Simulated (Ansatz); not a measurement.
# MgO (Fm-3m) in Ansatz: further runs, part 2 of 2

Ansatz 0.2.0. Earlier steps stand in the parts before.

### 4 Born charges and dielectric tensor, LDA

input.yaml reads:

```yaml
crystal:
  lattice:
    - [0.0, 2.0970013927, 2.0970013927]
    - [2.0970013927, 0.0, 2.0970013927]
    - [2.0970013927, 2.0970013927, 0.0]
  atoms:
    - { symbol: Mg, position: [0.0, 0.0, 0.0] }
    - { symbol: O, position: [0.5, 0.5, 0.5] }
hamiltonian:
  xc: lda
  pseudopotentials: { kind: paw }
kpoints:
  mp_grid: { grid: [11, 11, 11] }
scf:
  occupations: { method: fixed }
output:
  eigenvalues: true
dielectric:
  method: response
```

Potentials or basis: Ansatz PAW.

Started as:

```bash
$ ansatz run input.yaml --threads 2 --pin off --max-ram 5632MiB --backend cpu --events-out ev --progress --plain --runs-dir out
```

Output:

```text
Warning: RAYON_NUM_THREADS=2 ignored (pool sized by the plan → 2); use --threads N
Engine: ansatz 0.2.0, aarch64-unknown-linux-gnu
Pseudopotentials: kind: paw
Pseudopotential: Mg, paw, valence charge 10, recommended cutoff 420 eV (normal), Mg.paw.azcp
Pseudopotential: O, paw, valence charge 6, recommended cutoff 420 eV (normal), O.paw.azcp
Functional definition: SPW92
  exchange = slater_x
  correlation = pw_c
Crystal: 2 atoms, lattice volume = 18.443 Å³
Basis set: ecut = 420 eV, 339 PW (Γ), exchange–correlation on 40×40×40 points (8 copies of the dense FFT grid, shifted against one another)
Bands: 12, of which v1, the nominal top of the filled ones, is band 8 counted from 1 (7 counted from 0)
Symmetry: 48 space group operations
k-points: 126 of 1331 (irreducible under 8 space group operations, time reversal used)
Non-local potential: Mg, projectors of the file, l = 0: 3, l = 1: 2, l = 2: 1
[... 43 lines left out ...]
--- Band table (eV; the first three rows and the last of 126) ---
  k-point 0: bands = ["-63.5138", "-30.9115", "-30.9115", "-30.9115", "-9.1473", "7.9218", "7.9218", "7.9218", "12.7050", "23.5385", "23.5385", "23.5385"]
  k-point 1: bands = ["-63.5130", "-30.9191", "-30.9123", "-30.9123", "-9.0510", "7.3639", "7.8636", "7.8636", "13.2319", "22.4622", "23.7412", "23.7412"]
  k-point 2: bands = ["-63.5109", "-30.9395", "-30.9143", "-30.9143", "-8.7814", "6.1723", "7.7111", "7.7111", "14.2911", "21.0318", "24.1907", "24.1907"]
  k-point 125: bands = ["-63.5007", "-30.9701", "-30.9664", "-30.9425", "-7.4343", "4.7483", "4.9594", "6.2422", "19.0492", "19.7373", "19.9648", "23.6311"]
--- Dielectric response (ions clamped): 1 representative field direction + reference, on 126 of 1331 k-points (Σ response iterations 6) ---
  k mesh reduced under 8 symmetry operations, with k and −k counted as one. Each operation leaves every solved perturbation unchanged. A smaller set is not considered because the run solves the response to a homogeneous field
  ε∞ (high-frequency dielectric tensor):
        3.210512    -0.000000    -0.000000
        0.000000     3.210512    -0.000000
        0.000000     0.000000     3.210512
  Born effective charges Z* (e; rows j = field, columns β = displacement):
    site 0:
         1.97756   -0.00000    0.00000
         0.00000    1.97756    0.00000
         0.00000    0.00000    1.97756
    site 1:
        -1.97756    0.00000   -0.00000
        -0.00000   -1.97756    0.00000
         0.00000   -0.00000   -1.97756
  Z* charge neutrality: 5.018e-6 e pre-enforcement
  k-mesh period / interband length: 32.6 Å / 1.43 Å = 22.83 at k = (0.0000, 0.0000, 0.0000), direct gap 4.783 eV — 14 or more, which is no proof of convergence
```

Run time: 4.3 s. Hardware: 2 threads of Arm Neoverse V1, shared host; peak memory 0.32 GiB.

What came out:

* Free energy: -2460.0597 eV
* Band gap on the k mesh: 4.78 eV, direct
* Electronic dielectric tensor (diagonal): 3.21
* Born charges (mean of the diagonal): Mg +1.98; O -1.98 e

Electronic dielectric tensor:
```
3.21 0.00 0.00
0.00 3.21 0.00
0.00 0.00 3.21
```

Born effective charge tensors (e):
atom 1, Mg
```
1.98 0.00 0.00
0.00 1.98 0.00
0.00 0.00 1.98
```
atom 2, O
```
-1.98  0.00  0.00
 0.00 -1.98  0.00
 0.00  0.00 -1.98
```

Caveat: odd divisions of the mesh miss points on the zone boundary, where band edges often lie, so the gap on the mesh can be too wide; the PAW data sets come from PBE, with cores solved anew for the run's functional, which leaves a small shift of forces and pressure.

### 5 Phonons, PBE

input.yaml reads:

```yaml
crystal:
  lattice:
    - [0.0, 2.0970013927, 2.0970013927]
    - [2.0970013927, 0.0, 2.0970013927]
    - [2.0970013927, 2.0970013927, 0.0]
  atoms:
    - { symbol: Mg, position: [0.0, 0.0, 0.0] }
    - { symbol: O, position: [0.5, 0.5, 0.5] }
hamiltonian:
  xc: pbe
  pseudopotentials: { kind: paw }
kpoints:
  mp_grid: { grid: [8, 8, 8] }
scf:
  occupations: { method: fixed }
phonons:
  method: dfpt
  dielectric: true
  rigid_motions: translations
  qmesh: [2, 2, 2]
  temperatures: { t_max: 1000, t_step: 100 }
  qpath:
    path:
      - [[0.0, 0.0, 0.0], [0.5, 0.0, 0.5], [0.5, 0.25, 0.75], [0.375, 0.375, 0.75], [0.0, 0.0, 0.0], [0.5, 0.5, 0.5], [0.625, 0.25, 0.625], [0.5, 0.25, 0.75], [0.5, 0.5, 0.5], [0.375, 0.375, 0.75]]
      - [[0.625, 0.25, 0.625], [0.5, 0.0, 0.5]]
    npoints: 8
```

Potentials or basis: Ansatz PAW.

Started as:

```bash
$ ansatz run input.yaml --threads 2 --pin off --max-ram 5632MiB --backend cpu --events-out ev --progress --plain --runs-dir out
```

Output:

```text
Warning: RAYON_NUM_THREADS=2 ignored (pool sized by the plan → 2); use --threads N
[... 4 set-up lines as earlier in the session ...]
Functional definition: PBE
  parameter kappa = 0.804
  parameter beta = 0.06672455060314922
  exchange = pbe_x(kappa = kappa, mu = beta*pi^2/3)
  correlation = pbe_c(beta = beta)
Crystal: 2 atoms, lattice volume = 18.443 Å³
Basis set: ecut = 420 eV, 339 PW (Γ), exchange–correlation on 40×40×40 points (8 copies of the dense FFT grid, shifted against one another)
Bands: 12, of which v1, the nominal top of the filled ones, is band 8 counted from 1 (7 counted from 0)
[... 1 set-up line as earlier in the session ...]
k-points: 59 of 512 (irreducible under 8 space group operations, time reversal used)
[... 7 set-up lines as earlier in the session ...]
Functional: x = pbe(κ = 0.804, μ = 0.2195149727645171), c = pbe(β = 0.06672455060314922)
SCF iter   1: F=—  HF=-2494.122186 eV  |F-HF|=—  |Δ(HF+E_count)|=         —  Δρ=5.87e-4  dr2=9.62e-6  ethr=1.77e-3  ⟨swp⟩=4.6  Hψ=3696  notcnv=0  defer=96
preconditioner: auto → none  [insulator: Δε(μ)=4.867 eV  Ē_g=18.691 eV  n_scr=8 (ndim 8)  ℏωp=24.5 eV  f_vac=0.000  ε∞_Penn≈2.7]
SCF iter   2: F=—  HF=-2494.122240 eV  |F-HF|=—  |Δ(HF+E_count)|=   5.41e-5  Δρ=3.50e-4  dr2=6.77e-6  ethr=6.01e-8  ⟨swp⟩=3.4  Hψ=2090  notcnv=0  defer=116
SCF iter   3: F=—  HF=-2494.122267 eV  |F-HF|=—  |Δ(HF+E_count)|=   2.69e-5  Δρ=1.73e-4  dr2=1.03e-6  ethr=4.23e-8  ⟨swp⟩=2.1  Hψ=1078  notcnv=0  defer=90
SCF iter   4: F=—  HF=-2494.122278 eV  |F-HF|=—  |Δ(HF+E_count)|=   1.07e-5  Δρ=6.70e-5  dr2=3.93e-7  ethr=6.45e-9  ⟨swp⟩=2.0  Hψ=1072  notcnv=0  defer=33
SCF iter   5: F=—  HF=-2494.122279 eV  |F-HF|=—  |Δ(HF+E_count)|=   1.34e-6  Δρ=1.89e-5  dr2=3.11e-8  ethr=2.46e-9  ⟨swp⟩=2.0  Hψ=944  notcnv=0  defer=37
SCF iter   6: F=—  HF=-2494.122279 eV  |F-HF|=—  |Δ(HF+E_count)|=   1.57e-8  Δρ=1.33e-6  dr2=1.35e-10  ethr=1.94e-10  ⟨swp⟩=2.0  Hψ=1180  notcnv=0  defer=37
SCF iter   7: F=-2494.122279 eV  HF=-2494.122279 eV  |F-HF|=1.59e-11  |Δ(HF+E_count)|=  1.12e-10  Δρ=3.95e-7  dr2=1.30e-11  ethr=1.00e-12  ⟨swp⟩=7.9  Hψ=3925  notcnv=0
SCF 1 converged in 7 iterations: F = -2494.122279 eV  dr2 = 1.30e-11
[... 51 lines left out ...]
        3.189722    -0.000000    -0.000000
       -0.000000     3.189722    -0.000000
       -0.000000    -0.000000     3.189722
  ε⁰ (static dielectric tensor: ions relaxed, cell fixed):
        9.824988     0.000000    -0.000000
        0.000000     9.824988    -0.000000
       -0.000000    -0.000000     9.824988
  ε⁰ − ε∞ (ionic part):
        6.635266     0.000000    -0.000000
        0.000000     6.635266    -0.000000
       -0.000000    -0.000000     6.635266
  softest optical mode at Γ: 404.23 cm⁻¹; the repairs (sum rule, projections) moved no ω² at Γ by more than (1.53 cm⁻¹)²
  Born effective charges Z* (e; rows j = field, columns β = displacement):
    site 0:
         1.98005    0.00000   -0.00000
         0.00000    1.98005    0.00000
        -0.00000   -0.00000    1.98005
    site 1:
        -1.98005   -0.00000    0.00000
        -0.00000   -1.98005   -0.00000
         0.00000    0.00000   -1.98005
  Z* charge neutrality: 6.395e-4 e pre-enforcement
  solved inside a basis spanned on kpoints, on 8×8×8 k-points, its susceptibility summed on 12×12×12: ε∞ is read to err by 7.0e-3, Z* by 1.1e-2 e (field_mesh: kpoints solves on kpoints); Z* is corrected for what the basis lacks
  optical modes at Γ without the LO–TO term, one row a degenerate level:
      ω (cm⁻¹)  modes    IR ((D/Å)²/amu)
        404.23      3            28.1253
  optical modes at Γ + LO–TO along q̂ = [1.0000, 0.0000, 0.0000]:
      ω (cm⁻¹)  modes    IR ((D/Å)²/amu)
        404.23      2            18.7502
        709.44      1             9.3751
  optical modes at Γ + LO–TO along q̂ = [0.0000, 1.0000, 0.0000]:
      ω (cm⁻¹)  modes    IR ((D/Å)²/amu)
        404.23      2            18.7502
        709.44      1             9.3751
  optical modes at Γ + LO–TO along q̂ = [0.0000, 0.0000, 1.0000]:
      ω (cm⁻¹)  modes    IR ((D/Å)²/amu)
        404.23      2            18.7502
        709.44      1             9.3751
--- Phonons (arbitrary-q DFPT): 3 irreducible q on the 2×2×2 mesh ---
  q = [0.0000, 0.0000, 0.0000] (star 1, of the zone-centre solve; hermiticity 6.20e-7, symmetrization 6.57e-14): -0.00 -0.00 -0.00 404.23 404.23 404.23
  q = [0.0000, 0.0000, -0.5000] (star 4, 2 solved perturbations on 150 of 512 k-point pairs; hermiticity 5.71e-10, symmetrization 2.19e-10): 281.81 281.81 367.98 367.98 548.58 575.18
  q = [0.0000, -0.5000, -0.5000] (star 3, 4 solved perturbations in 308 linear systems a pass and spin channel, the states on 95 of 512 k-point pairs; hermiticity 1.69e-7, symmetrization 5.05e-9): 288.27 288.27 427.38 456.61 456.61 552.91
  sum rule: each row above includes the acoustic sum rule's correction from the zone centre's row sums; it moved no ω² by more than (1.47 cm⁻¹)²
  mesh force constants: q→R imaginary residual 1.81e-17; ASR residual 1.939e-4 → 0.000e0 eV/Å²; symmetrization residual 7.105e-15 eV/Å²
  interpolated dispersion: 83 rows × 6 modes
  density of states and harmonic sums: on the 26×26×26 q-mesh, interpolated from the force constants of a 2×2×2 supercell (with the dipole–dipole term)
  largest difference from the sums on the solved wave vectors: F 3.42e-2 eV, S 6.71e-5 and C_V 3.17e-5 eV/K
  zero-point energy: 0.148624 eV/cell   skipped modes (ω ≤ 0): 3   left out of the sums: 2.84e-5 of the cell's modes: C_V's classical limit lies that fraction below 3 k_B per atom; for a crystal, a wire or a layer, F and S can be off by more, and a phonons.interpolated_qmesh denser along its periods is the remedy for the sampling
```

phbands.tsv:

```text
# q_distance	omega_0_inv_cm	omega_1_inv_cm	omega_2_inv_cm	omega_3_inv_cm	omega_4_inv_cm	omega_5_inv_cm	omega_0_thz	omega_1_thz	omega_2_thz	omega_3_thz	omega_4_thz	omega_5_thz
# format = ansatz-phbands/1
[... 84 lines left out ...]
9.484411	287.579303	297.172928	426.078444	454.932941	458.772257	550.279585	8.621411	8.909020	12.773510	13.638546	13.753646	16.496967
9.550620	288.094256	290.534404	427.055372	456.193205	457.162789	552.243730	8.636849	8.710002	12.802798	13.676328	13.705396	16.555851
9.616829	288.269370	288.269370	427.378722	456.613902	456.613902	552.905173	8.642098	8.642098	12.812492	13.688940	13.688940	16.575680
```

It took 17 s on 2 threads of Arm Neoverse V1, shared host; peak memory 0.46 GiB.

Results:

```
Free energy                                        : -2494.1223 eV
Band gap on the k mesh                             : 4.87 eV, direct
Electronic dielectric tensor (diagonal)            : 3.19
Born charges (mean of the diagonal)                : Mg +1.98; O -1.98 e
Highest phonon frequency, LO-TO splitting left out : 575 cm⁻¹
Static dielectric tensor (diagonal)                : 9.82
```

Phonon frequencies in cm⁻¹ (negative: imaginary):
```
                q point              frequencies
  (0.000, 0.000, 0.000)        0 0 0 404 404 404
 (0.000, 0.000, -0.500)  282 282 368 368 549 575
(0.000, -0.500, -0.500)  288 288 427 457 457 553
```

Electronic dielectric tensor:
```
3.19 0.00 0.00
0.00 3.19 0.00
0.00 0.00 3.19
```

Born effective charge tensors (e):
atom 1, Mg
```
1.98 0.00 0.00
0.00 1.98 0.00
0.00 0.00 1.98
```
atom 2, O
```
-1.98  0.00  0.00
 0.00 -1.98  0.00
 0.00  0.00 -1.98
```

Static dielectric tensor, electrons and zone-centre modes:
```
9.82 0.00 0.00
0.00 9.82 0.00
0.00 0.00 9.82
```

Caveat: the q mesh is small, so phonon branches between its points and thermal values are rough.

### 6 Elastic constants, PBE

input.yaml reads:

```yaml
crystal:
  lattice:
    - [0.0, 2.0970013927, 2.0970013927]
    - [2.0970013927, 0.0, 2.0970013927]
    - [2.0970013927, 2.0970013927, 0.0]
  atoms:
    - { symbol: Mg, position: [0.0, 0.0, 0.0] }
    - { symbol: O, position: [0.5, 0.5, 0.5] }
hamiltonian:
  xc: pbe
  pseudopotentials: { kind: paw }
kpoints:
  mp_grid: { grid: [8, 8, 8] }
scf:
  occupations: { method: fixed }
output:
  forces: true
  stress: true
elastic:
  mode: clamped_ion
  stencil: two_point
```

Potentials or basis: Ansatz PAW.

Started as:

```bash
$ ansatz run input.yaml --threads 2 --pin off --max-ram 5632MiB --backend cpu --events-out ev --progress --plain --runs-dir out
```

Run time: 3.3 s. Hardware: 2 threads of Arm Neoverse V1, shared host; peak memory 0.28 GiB.

Results (log left out):

```yaml
Free_energy: -2494.1223 eV
Pressure: 6.9 GPa
Band_gap_on_the_k_mesh: 4.87 eV, direct
Clamped-ion_elastic_constants_C11_C12_C44: 329, 102, 149 GPa
Voigt_bulk_modulus: 177 GPa
```

Levels at points of the mesh, in eV from the valence-band top:
```csv
k point,band 5,band 6,band 7,band 8,band 9,band 10,band 11,band 12
"(0.00, 0.00, 0.00)",-17.32,0.00,0.00,0.00,4.87,15.90,15.90,15.90
"(0.00, 0.00, -0.50)",-15.96,-4.66,-0.66,-0.66,8.00,12.76,16.48,16.48
"(0.00, -0.50, -0.50)",-15.74,-4.10,-1.36,-1.36,9.16,10.13,13.25,19.19
```

Elastic tensor in Voigt notation (GPa, ions clamped, in the Cartesian axes of the cell as first typed):
```
329 102 102   0   0   0
102 329 102   0   0   0
102 102 329   0   0   0
  0   0   0 149   0   0
  0   0   0   0 149   0
  0   0   0   0   0 149
```

Caveat: the cell is more than 3 GPa from zero pressure, which shifts response properties; the pressure holds a Pulay correction of +0.6 GPa for the finite cutoff.

### 7 The runs side by side

| task | level | k mesh | q mesh | points for each segment of the path | atoms under strain | gap on the mesh (eV) | pressure (GPa) |
| --- | --- | --- | --- | --- | --- | --- | --- |
| phonons | LDA | 8 × 8 × 8 | 2 × 2 × 2 | 8 | - | 4.78 | - |
| elastic constants | LDA | 8 × 8 × 8 | - | - | relaxed | 4.78 | -4.1 |
| Born charges and dielectric tensor | LDA | 11 × 11 × 11 | - | - | - | 4.78 | - |
| phonons | PBE | 8 × 8 × 8 | 2 × 2 × 2 | 8 | - | 4.87 | - |
| elastic constants | PBE | 8 × 8 × 8 | - | - | clamped | 4.87 | 6.9 |

Alike in all rows: potentials or basis Ansatz PAW; no spin polarisation; cell as given; cutoff (eV) 420; smearing fixed.

On the cell as given the gap runs from 4.78 eV (LDA) to 4.87 eV (PBE); the meshes differ, which moves gaps too.

Caveats: the PAW data sets come from PBE, with cores solved anew for the run's functional, which leaves a small shift of forces and pressure (some runs); the cell is more than 3 GPa from zero pressure, which shifts response properties (some runs); odd divisions of the mesh miss points on the zone boundary, where band edges often lie, so the gap on the mesh can be too wide (some runs).

Total energies depend on the potentials used, so only differences within one code and one set of settings carry meaning.

### 8 How close it comes

Step 2. Measured gap of MgO: 7.83 eV (quoted in “Electronic structure of alkaline earth and post-transition metal oxides”, 2009, arxiv:0908.1581). This calculation gives 4.78 eV (-3.05 eV). The value is that of LDA, without temperature or zero-point motion. Semilocal functionals fall short of measured gaps as a rule. The cell is a database's relaxed one, not the measured one, which moves gaps too. A measured high-frequency dielectric constant of MgO is 2.95 (295 K; “Infrared Optical Properties of Ferropericlase (Mg1-xFexO): Experiment and Theory”, 2007, arxiv:0704.2267); the calculated 3.21 misses it by +8.8 %.

Step 3. A measured gap of MgO is 7.83 eV (quoted in “Electronic structure of alkaline earth and post-transition metal oxides”, 2009, arxiv:0908.1581); the calculated 4.78 eV misses it by -3.05 eV. The value is that of LDA, without temperature or zero-point motion. Semilocal functionals fall short of measured gaps as a rule. The cell is a database's relaxed one, not the measured one, which moves gaps too.

Step 4. Against the measured gap of MgO, 7.83 eV (quoted in “Electronic structure of alkaline earth and post-transition metal oxides”, 2009, arxiv:0908.1581), the calculated 4.78 eV is off by -3.05 eV. The value is that of LDA, without temperature or zero-point motion. Semilocal functionals fall short of measured gaps as a rule. The cell is a database's relaxed one, not the measured one, which moves gaps too. A measured high-frequency dielectric constant of MgO is 2.95 (295 K; “Infrared Optical Properties of Ferropericlase (Mg1-xFexO): Experiment and Theory”, 2007, arxiv:0704.2267); the calculated 3.21 misses it by +8.8 %.

Step 5. A measured gap of MgO is 7.83 eV (quoted in “Electronic structure of alkaline earth and post-transition metal oxides”, 2009, arxiv:0908.1581); the calculated 4.87 eV misses it by -2.96 eV. The value is that of PBE, without temperature or zero-point motion. Semilocal functionals fall short of measured gaps as a rule. The cell is a database's relaxed one, not the measured one, which moves gaps too. Measured high-frequency dielectric constant of MgO: 2.95 (295 K; “Infrared Optical Properties of Ferropericlase (Mg1-xFexO): Experiment and Theory”, 2007, arxiv:0704.2267). This calculation gives 3.19 (+8.1 %).

Step 6. Against the measured gap of MgO, 7.83 eV (quoted in “Electronic structure of alkaline earth and post-transition metal oxides”, 2009, arxiv:0908.1581), the calculated 4.87 eV is off by -2.96 eV. The value is that of PBE, without temperature or zero-point motion. Semilocal functionals fall short of measured gaps as a rule. The cell is a database's relaxed one, not the measured one, which moves gaps too.
